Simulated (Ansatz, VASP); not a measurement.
**One calculation of SiNi3, two programs**

INCAR

```
SYSTEM = SiNi3
PREC = Accurate ; ENCUT = 520
EDIFF = 1E-6 ; ISMEAR = 0
SIGMA = 0.1 ; LREAL = .FALSE.
LASPH = .TRUE. ; NELM = 100
ALGO = Fast ; ISIF = 2
LWAVE = .FALSE. ; LCHARG = .FALSE.
GGA = PE ; NBANDS = 25
```

File KPOINTS:

```
regular mesh
0
G
  12 12 12
  0 0 0
```

Contents of POSCAR:

```
SiNi3
1.0
    3.5409853205      0.0000000000      0.0000000000
    0.0000000000      3.5409853205      0.0000000000
    0.0000000000      0.0000000000      3.5409853205
Si Ni
1 3
Direct
    0.0000000000      0.0000000000      0.0000000000
    0.0000000000      0.5000000000      0.5000000000
    0.5000000000      0.0000000000      0.5000000000
    0.5000000000      0.5000000000      0.0000000000
```

Input for Ansatz:

```yaml
crystal:
  lattice:
    - [3.5409853196, 0.0, 0.0]
    - [0.0, 3.5409853196, 0.0]
    - [0.0, 0.0, 3.5409853196]
  atoms:
    - { symbol: Si, position: [0.0, 0.0, 0.0] }
    - { symbol: Ni, position: [0.0, 0.5, 0.5] }
    - { symbol: Ni, position: [0.5, 0.0, 0.5] }
    - { symbol: Ni, position: [0.5, 0.5, 0.0] }
basis:
  ecutwfc: 420
kpoints:
  mp_grid: { grid: [12, 12, 12] }
hamiltonian:
  xc: pbe
scf:
  occupations: { method: gaussian, width: 0.1 }
output:
  forces: true
  stress: true
  eigenvalues: true
```

Alike in both runs: task single point; functional PBE; k mesh 12 × 12 × 12; occupations gaussian, width 0.1 eV; no spin polarisation.

|  | VASP | Ansatz |
| --- | --- | --- |
| version | VASP 6.6.1 | Ansatz 0.2.0 |
| potentials or method | VASP PAW PBE potentials, release 64 (Si, Ni) | scalar-relativistic, plane waves, PAW |
| plane-wave cutoff (eV) | 520 | 420 |
| valence electrons in the cell | 34 | 58 |

Ansatz gave:

| Item | Value |
| --- | --- |
| gap on the k mesh at the Fermi level (eV) | none |
| pressure (GPa) | -5.9 |

Problem. What did VASP give for the same quantities?

Solution. gap on the k mesh at the Fermi level (eV): none; pressure (GPa): -5.8.

A gap of «none» marks a metal or a gap that the smearing closes. The two sets of potentials don't hold the same shells in valence.

Spin polarisation is off, so any magnetic state and its effect on volume and gap are missing.
